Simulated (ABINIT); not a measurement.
The system is Al2Pt.

```
CELL_PARAMETERS angstrom
0.00000 2.95500 2.95500
2.95500 0.00000 2.95500
2.95500 2.95500 0.00000
ATOMIC_POSITIONS crystal
Pt 0.00000 0.00000 0.00000
Al 0.75000 0.75000 0.75000
Al 0.25000 0.25000 0.25000
```

```yaml
Program: ABINIT 10.8.3 (patched build)
Task: relaxation of cell and atoms
Functional: LDA
Potentials_or_basis: PseudoDojo NC SR LDA v0.4.1 standard
Cutoff: 1088 eV
k_mesh: 6 × 6 × 6
Occupations: fermi-dirac, width 0.05 eV
Spin: no spin polarisation
```

At the start: pressure -4.4 GPa; volume 17.20 Å³/atom.

Q: Where does the relaxation end?

A: Over 4 steps the energy falls by 7.6 meV/atom and the volume is 16.66 Å³/atom (-3.2 %); space group Fm-3m (No. 225, to 0.05 Å).

Step by step:
```tsv
step	energy change (eV)	largest force (eV/Å)	pressure (GPa)	volume (Å³)
1	0.0000	0.0000	-4.36	51.61
2	-0.0150	0.0000	-2.62	50.92
3	-0.0228	0.0000	0.13	49.93
4	-0.0228	0.0000	0.00	49.98
```

Final structure:
```cif
data_structure
_symmetry_space_group_name_H-M 'P 1'
_symmetry_Int_Tables_number 1
_cell_length_a 4.1345
_cell_length_b 4.1345
_cell_length_c 4.1345
_cell_angle_alpha 60.000
_cell_angle_beta 60.000
_cell_angle_gamma 60.000
_cell_volume 49.98
loop_
_atom_site_label
_atom_site_type_symbol
_atom_site_fract_x
_atom_site_fract_y
_atom_site_fract_z
_atom_site_occupancy
Pt1 Pt 0.00000 0.00000 0.00000 1
Al1 Al 0.75000 0.75000 0.75000 1
Al2 Al 0.25000 0.25000 0.25000 1
```
